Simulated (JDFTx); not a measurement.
# SnSe2 (P-3m1) in JDFTx: a series of runs

Aim: see how the results for SnSe2 move with the level of theory and the settings. Levels: PBEsol, r2SCAN. Tasks: band structure.

Program: JDFTx 1.7.0 (patched build). These are calculated values, not measurements. Logs are shortened: lines on timing, memory, paths and dates and some standing lists are left out, and cuts for length are marked. The log counts tension as positive stress, the text compression.

### Step 1. The structure

Symmetry: P-3m1, No. 164, trigonal system. Conventional cell: a = 3.811 Å, b = 3.811 Å, c = 6.136 Å, α = 90.00°, β = 90.00°, γ = 120.00°. Sn (site symmetry -3m) is surrounded by 6 Se at 2.68 Å. Se (site symmetry 3m) is surrounded by 3 Sn at 2.68 Å.

### Step 2. Band structure, PBEsol

bands.in reads:

```
lattice \
    7.2017462609    -3.6008731305     0.0000000000 \
    0.0000000000     6.2368952135     0.0000000000 \
    0.0000000000     0.0000000000    11.5953595007
coords-type Cartesian
ion Sn     0.0000000000     0.0000000000     0.0000000000 1
ion Se     3.6008731308     2.0789650710     8.7081149850 1
ion Se    -0.0000000004     4.1579301426     2.8872445157 1

ion-species pseudo/Sn.upf
ion-species pseudo/Se.upf
elec-cutoff 43 344
elec-ex-corr gga-PBEsol
elec-smearing Fermi 0.0018374661
elec-n-bands 31
electronic-minimize nIterations 30 energyDiffThreshold 1e-06
davidson-band-ratio 1.3
forces-output-coords Cartesian
include path.kpoints
symmetries none
fix-electron-density run.$VAR

dump-name bands.$VAR
dump End Ecomponents EigStats BandEigs Kpoints Forces
```

path.kpoints reads:

```
kpoint +0.0000000000 +0.0000000000 +0.0000000000 0.020000000000
kpoint +0.0833333333 +0.0000000000 +0.0000000000 0.020000000000
kpoint +0.1666666667 +0.0000000000 +0.0000000000 0.020000000000
kpoint +0.2500000000 +0.0000000000 +0.0000000000 0.020000000000
kpoint +0.3333333333 +0.0000000000 +0.0000000000 0.020000000000
kpoint +0.4166666667 +0.0000000000 +0.0000000000 0.020000000000
kpoint +0.5000000000 +0.0000000000 +0.0000000000 0.020000000000
kpoint +0.4444444444 +0.1111111111 +0.0000000000 0.020000000000
kpoint +0.3888888889 +0.2222222222 +0.0000000000 0.020000000000
kpoint +0.3333333333 +0.3333333333 +0.0000000000 0.020000000000
kpoint +0.2916666667 +0.2916666667 +0.0000000000 0.020000000000
kpoint +0.2500000000 +0.2500000000 +0.0000000000 0.020000000000
kpoint +0.2083333333 +0.2083333333 +0.0000000000 0.020000000000
kpoint +0.1666666667 +0.1666666667 +0.0000000000 0.020000000000
kpoint +0.1250000000 +0.1250000000 +0.0000000000 0.020000000000
kpoint +0.0833333333 +0.0833333333 +0.0000000000 0.020000000000
kpoint +0.0416666667 +0.0416666667 +0.0000000000 0.020000000000
kpoint +0.0000000000 +0.0000000000 +0.0000000000 0.020000000000
kpoint +0.0000000000 +0.0000000000 +0.1666666667 0.020000000000
kpoint +0.0000000000 +0.0000000000 +0.3333333333 0.020000000000
kpoint +0.0000000000 +0.0000000000 +0.5000000000 0.020000000000
kpoint +0.0714285714 +0.0000000000 +0.5000000000 0.020000000000
kpoint +0.1428571429 +0.0000000000 +0.5000000000 0.020000000000
kpoint +0.2142857143 +0.0000000000 +0.5000000000 0.020000000000
kpoint +0.2857142857 +0.0000000000 +0.5000000000 0.020000000000
kpoint +0.3571428571 +0.0000000000 +0.5000000000 0.020000000000
kpoint +0.4285714286 +0.0000000000 +0.5000000000 0.020000000000
kpoint +0.5000000000 +0.0000000000 +0.5000000000 0.020000000000
kpoint +0.4583333333 +0.0833333333 +0.5000000000 0.020000000000
kpoint +0.4166666667 +0.1666666667 +0.5000000000 0.020000000000
kpoint +0.3750000000 +0.2500000000 +0.5000000000 0.020000000000
kpoint +0.3333333333 +0.3333333333 +0.5000000000 0.020000000000
kpoint +0.2962962963 +0.2962962963 +0.5000000000 0.020000000000
kpoint +0.2592592593 +0.2592592593 +0.5000000000 0.020000000000
kpoint +0.2222222222 +0.2222222222 +0.5000000000 0.020000000000
kpoint +0.1851851852 +0.1851851852 +0.5000000000 0.020000000000
kpoint +0.1481481481 +0.1481481481 +0.5000000000 0.020000000000
kpoint +0.1111111111 +0.1111111111 +0.5000000000 0.020000000000
kpoint +0.0740740741 +0.0740740741 +0.5000000000 0.020000000000
kpoint +0.0370370370 +0.0370370370 +0.5000000000 0.020000000000
kpoint +0.0000000000 +0.0000000000 +0.5000000000 0.020000000000
kpoint +0.5000000000 +0.0000000000 +0.5000000000 0.020000000000
kpoint +0.5000000000 +0.0000000000 +0.3333333333 0.020000000000
kpoint +0.5000000000 +0.0000000000 +0.1666666667 0.020000000000
kpoint +0.5000000000 +0.0000000000 +0.0000000000 0.020000000000
kpoint +0.3333333333 +0.3333333333 +0.0000000000 0.020000000000
kpoint +0.3333333333 +0.3333333333 +0.1250000000 0.020000000000
kpoint +0.3333333333 +0.3333333333 +0.2500000000 0.020000000000
kpoint +0.3333333333 +0.3333333333 +0.3750000000 0.020000000000
kpoint +0.3333333333 +0.3333333333 +0.5000000000 0.020000000000
```

Potentials or basis: PseudoDojo-SR-PBEsol-0.4.1-standard with smoothed tails.

The run is started by

```console
$ jdftx -c 1 -i bands.in -o bands.out
```

The log of the run:

```text
*************** JDFTx 1.7.0 (patched build) ***************

Input parsed successfully to the following command list (including defaults):
[... the input with its defaults ...]

---------- Initializing the Grid ----------
R =
[      7.20175     -3.60087            0  ]
[            0       6.2369            0  ]
[            0            0      11.5954  ]
unit cell volume = 520.823
G =
[   0.872453   0.503711         -0  ]
[          0    1.00742          0  ]
[          0         -0   0.541871  ]
Minimum fftbox size, Smin = [  64  64  100  ]
Chosen fftbox size, S = [  64  64  100  ]

---------- Initializing tighter grid for wavefunction operations ----------
R =
[      7.20175     -3.60087            0  ]
[            0       6.2369            0  ]
[            0            0      11.5954  ]
unit cell volume = 520.823
G =
[   0.872453   0.503711         -0  ]
[          0    1.00742          0  ]
[          0         -0   0.541871  ]
Minimum fftbox size, Smin = [  44  44  72  ]
Chosen fftbox size, S = [  48  48  72  ]

---------- Exchange Correlation functional ----------
Initalized PBEsol GGA exchange.
Initalized PBEsol GGA correlation.

---------- Setting up pseudopotentials ----------
Width of ionic core gaussian charges (only for fluid interactions / plotting) set to 0

Reading pseudopotential file 'pseudo/Sn.upf':
  'Sn' pseudopotential, 'PBESOL' functional
  Generated using ONCVPSP code by D. R. Hamann
  14 valence electrons, 3 orbitals, 6 projectors, 1001 radial grid points, with lMax = 2
    4D    l: 2   occupation: 10.0   eigenvalue: -0.947846
    5S    l: 0   occupation:  2.0   eigenvalue: -0.389375
    5P    l: 1   occupation:  2.0   eigenvalue: -0.136297
  Core radius for overlap checks: 2.33 bohrs.

Reading pseudopotential file 'pseudo/Se.upf':
  'Se' pseudopotential, 'PBESOL' functional
  Generated using ONCVPSP code by D. R. Hamann
  16 valence electrons, 3 orbitals, 6 projectors, 1001 radial grid points, with lMax = 2
    3D    l: 2   occupation: 10.0   eigenvalue: -1.952113
    4S    l: 0   occupation:  2.0   eigenvalue: -0.635470
    4P    l: 1   occupation:  4.0   eigenvalue: -0.239251
  Core radius for overlap checks: 1.83 bohrs.

Initialized 2 species with 3 total atoms.

Folded 50 k-points by 1x1x1 to 50 k-points.

---------- Setting up k-points, bands, fillings ----------
No reducable k-points.
Computing the number of bands and number of electrons
Calculating initial fillings.
nElectrons:  46.000000   nBands: 31   nStates: 50

----- Setting up reduced wavefunction bases (one per k-point) -----
average nbasis = 7018.080 , ideal nbasis = 7014.346

---------- Setting up ewald sum ----------
Optimum gaussian width for ewald sums = 2.672719 bohr.
Real space sum over 1521 unit cells with max indices [  6  6  4  ]
Reciprocal space sum over 2873 terms with max indices [  6  6  8  ]

---------- Allocating electronic variables ----------
Reading n from file 'run.n' ... done
Initializing wave functions:  linear combination of atomic orbitals
Note: number of bands (31) exceeds available atomic orbitals (27)

----------- Band structure minimization -------------
Minimization will be done independently for each quantum number.

---- Minimization of quantum number:     0  [ +0.0000000 +0.0000000 +0.0000000 ]  0.040000000 ----
BandDavidson: Iter:   0  Eband: -0.391290264528226
BandDavidson: Iter:   1  Eband: -0.428494177970543  dEband: -3.720391e-02
BandDavidson: Iter:   2  Eband: -0.435147692063193  dEband: -6.653514e-03
BandDavidson: Iter:   3  Eband: -0.437597051369717  dEband: -2.449359e-03
[... 759 lines of inner loops ...]
BandDavidson: Iter:  11  Eband: -0.445783905026185  dEband: -1.776056e-06
BandDavidson: Iter:  12  Eband: -0.445784857267008  dEband: -9.522408e-07
BandDavidson: Converged (dEband<1.000000e-06)
	FillingsUpdate:  mu: +0.325844228  nElectrons: 46.000000
WARNING: these k-points are no uniform mesh, so that mu and the fillings of partly filled bands are only those of these points: take mu from the calculation that made the density or potential.

Dumping 'bands.eigStats' ...
	eMin: -1.412299 at state 20 ( [ +0.000000 +0.000000 +0.500000 ] spin 0 )
	HOMO: +0.313220 at state 15 ( [ +0.083333 +0.083333 +0.000000 ] spin 0 )
	mu  : +0.325844
	LUMO: +0.336287 at state 42 ( [ +0.500000 +0.000000 +0.333333 ] spin 0 )
	eMax: +0.754048 at state 44 ( [ +0.500000 +0.000000 +0.000000 ] spin 0 )
	HOMO-LUMO gap: +0.023067
	Optical gap  : +0.035443 at state 17 ( [ +0.000000 +0.000000 +0.000000 ] spin 0 )
Done!
[note: mu, HOMO and LUMO in a band run belong to the points of the path alone and aren't those of the crystal]
```

It took 2 min on 1 thread of AMD EPYC 7R43 (Zen 3), shared host; peak memory 0.26 GiB.

What came out:

```yaml
Band_gap_along_the_path: 0.63 eV, indirect (least direct gap 0.96 eV)
```

Levels at the corners of the path, in eV from the valence-band top:
```
point  band 20  band 21  band 22  band 23  band 24  band 25  band 26  band 27
    Γ    -0.75    -0.45    -0.45    -0.04     0.92     2.79     4.53     4.53
    M    -2.99    -2.76    -1.28    -0.36     1.04     3.64     5.28     5.37
    K    -3.80    -3.44    -1.60    -1.60     1.30     6.54     6.54     7.11
    Γ    -0.75    -0.45    -0.45    -0.04     0.92     2.79     4.53     4.53
    A    -0.84    -0.84    -0.29    -0.29     2.32     2.75     4.25     4.25
    L    -2.59    -2.06    -0.91    -0.76     0.74     4.12     4.71     5.69
    H    -4.31    -3.82    -0.42    -0.42     2.45     4.60     4.60     6.11
    A    -0.84    -0.84    -0.29    -0.29     2.32     2.75     4.25     4.25
    L    -2.59    -2.06    -0.91    -0.76     0.74     4.12     4.71     5.69
    M    -2.99    -2.76    -1.28    -0.36     1.04     3.64     5.28     5.37
    K    -3.80    -3.44    -1.60    -1.60     1.30     6.54     6.54     7.11
    H    -4.31    -3.82    -0.42    -0.42     2.45     4.60     4.60     6.11
```

Caveat: the k mesh is coarse; spin-orbit coupling is left out, which moves the levels of the heavy elements.

### Step 3. Band structure, r2SCAN

bands.in, as its differences from that of step 2:

```diff
@@ -11,6 +11,6 @@
 ion-species pseudo/Se.upf
-elec-cutoff 43 344
-elec-ex-corr gga-PBEsol
+elec-cutoff 40 320
+elec-ex-corr mgga-x-r2scan mgga-c-r2scan
 elec-smearing Fermi 0.0018374661
-elec-n-bands 31
+elec-n-bands 19
 electronic-minimize nIterations 30 energyDiffThreshold 1e-06
```

path.kpoints is that of step 2.

Potentials or basis: SG15-PBE-1.2 with smoothed tails.

The run is started by

```console
$ jdftx -c 1 -i bands.in -o bands.out
```

The log of the run:

```text
*************** JDFTx 1.7.0 (patched build) ***************

Input parsed successfully to the following command list (including defaults):
[... the input with its defaults ...]

---------- Initializing the Grid ----------
R =
[      7.20175     -3.60087            0  ]
[            0       6.2369            0  ]
[            0            0      11.5954  ]
unit cell volume = 520.823
G =
[   0.872453   0.503711         -0  ]
[          0    1.00742          0  ]
[          0         -0   0.541871  ]
Minimum fftbox size, Smin = [  60  60  96  ]
Chosen fftbox size, S = [  60  60  96  ]

---------- Initializing tighter grid for wavefunction operations ----------
R =
[      7.20175     -3.60087            0  ]
[            0       6.2369            0  ]
[            0            0      11.5954  ]
unit cell volume = 520.823
G =
[   0.872453   0.503711         -0  ]
[          0    1.00742          0  ]
[          0         -0   0.541871  ]
Minimum fftbox size, Smin = [  44  44  68  ]
Chosen fftbox size, S = [  48  48  70  ]

---------- Exchange Correlation functional ----------
Initialized LibXC exchange functional 'Re-regularized SCAN exchange by Furness et al'
Initialized LibXC correlation functional 'Re-regularized SCAN correlation by Furness et al'

---------- Setting up pseudopotentials ----------
Width of ionic core gaussian charges (only for fluid interactions / plotting) set to 0

Reading pseudopotential file 'pseudo/Sn.upf':
  'Sn' pseudopotential, 'PBE' functional
  Generated using ONCVPSP code by D. R. Hamann
  14 valence electrons, 0 orbitals, 6 projectors, 602 radial grid points, with lMax = 2
  Core radius for overlap checks: 2.76 bohrs.

Reading pseudopotential file 'pseudo/Se.upf':
  'Se' pseudopotential, 'PBE' functional
  Generated using ONCVPSP code by D. R. Hamann
  6 valence electrons, 0 orbitals, 6 projectors, 602 radial grid points, with lMax = 2
  Core radius for overlap checks: 2.56 bohrs.

Initialized 2 species with 3 total atoms.

Folded 50 k-points by 1x1x1 to 50 k-points.

---------- Setting up k-points, bands, fillings ----------
No reducable k-points.
Computing the number of bands and number of electrons
Calculating initial fillings.
nElectrons:  26.000000   nBands: 19   nStates: 50

----- Setting up reduced wavefunction bases (one per k-point) -----
average nbasis = 6294.240 , ideal nbasis = 6293.242

---------- Setting up ewald sum ----------
Optimum gaussian width for ewald sums = 2.672719 bohr.
Real space sum over 1521 unit cells with max indices [  6  6  4  ]
Reciprocal space sum over 2873 terms with max indices [  6  6  8  ]

---------- Allocating electronic variables ----------
Reading n from file 'run.n' ... done
Reading tau from file 'run.tau' ... done
Initializing wave functions:  (No orbitals for LCAO)  bandwidth-limited random numbers

----------- Band structure minimization -------------
Minimization will be done independently for each quantum number.

---- Minimization of quantum number:     0  [ +0.0000000 +0.0000000 +0.0000000 ]  0.040000000 ----
BandDavidson: Iter:   0  Eband: +0.390195934413388
BandDavidson: Iter:   1  Eband: +0.244645494454368  dEband: -1.455504e-01
BandDavidson: Iter:   2  Eband: +0.133333360728596  dEband: -1.113121e-01
BandDavidson: Iter:   3  Eband: +0.068871051908164  dEband: -6.446231e-02
[... 765 lines of inner loops ...]
BandDavidson: Iter:  10  Eband: +0.031256107674431  dEband: -2.528640e-06
BandDavidson: Iter:  11  Eband: +0.031255487009546  dEband: -6.206649e-07
BandDavidson: Converged (dEband<1.000000e-06)
	FillingsUpdate:  mu: +0.277774724  nElectrons: 26.000000
WARNING: these k-points are no uniform mesh, so that mu and the fillings of partly filled bands are only those of these points: take mu from the calculation that made the density or potential.

Dumping 'bands.eigStats' ...
	eMin: -0.521525 at state 27 ( [ +0.500000 +0.000000 +0.500000 ] spin 0 )
	HOMO: +0.263412 at state 15 ( [ +0.083333 +0.083333 +0.000000 ] spin 0 )
	mu  : +0.277775
	LUMO: +0.290284 at state 42 ( [ +0.500000 +0.000000 +0.333333 ] spin 0 )
	eMax: +0.651416 at state 6 ( [ +0.500000 +0.000000 +0.000000 ] spin 0 )
	HOMO-LUMO gap: +0.026872
	Optical gap  : +0.043146 at state 17 ( [ +0.000000 +0.000000 +0.000000 ] spin 0 )
Done!
[note: mu, HOMO and LUMO in a band run belong to the points of the path alone and aren't those of the crystal]
```

Wall time 4 min (1 thread of AMD EPYC 7R43 (Zen 3), shared host); peak memory 0.18 GiB.

What came out:

* Band gap along the path: 0.73 eV, indirect (least direct gap 1.17 eV)

Levels at the corners of the path, in eV from the valence-band top:
```tsv
point	band 11	band 12	band 13	band 14	band 15	band 16
Γ	-0.41	-0.41	-0.07	1.11	3.26	4.81
M	-2.85	-1.26	-0.32	1.15	4.10	5.71
K	-3.53	-1.59	-1.59	1.38	7.01	7.01
Γ	-0.41	-0.41	-0.07	1.11	3.26	4.81
A	-0.89	-0.25	-0.25	2.48	3.22	4.52
L	-2.11	-0.89	-0.73	0.83	4.60	5.09
H	-3.91	-0.40	-0.40	2.51	5.05	5.05
A	-0.89	-0.25	-0.25	2.48	3.22	4.52
L	-2.11	-0.89	-0.73	0.83	4.60	5.09
M	-2.85	-1.26	-0.32	1.15	4.10	5.71
K	-3.53	-1.59	-1.59	1.38	7.01	7.01
H	-3.91	-0.40	-0.40	2.51	5.05	5.05
```

Caveat: the k mesh is coarse (spacing up to 0.63 Å⁻¹), so the values aren't converged; spin-orbit coupling is left out, which moves the levels of the heavy elements.
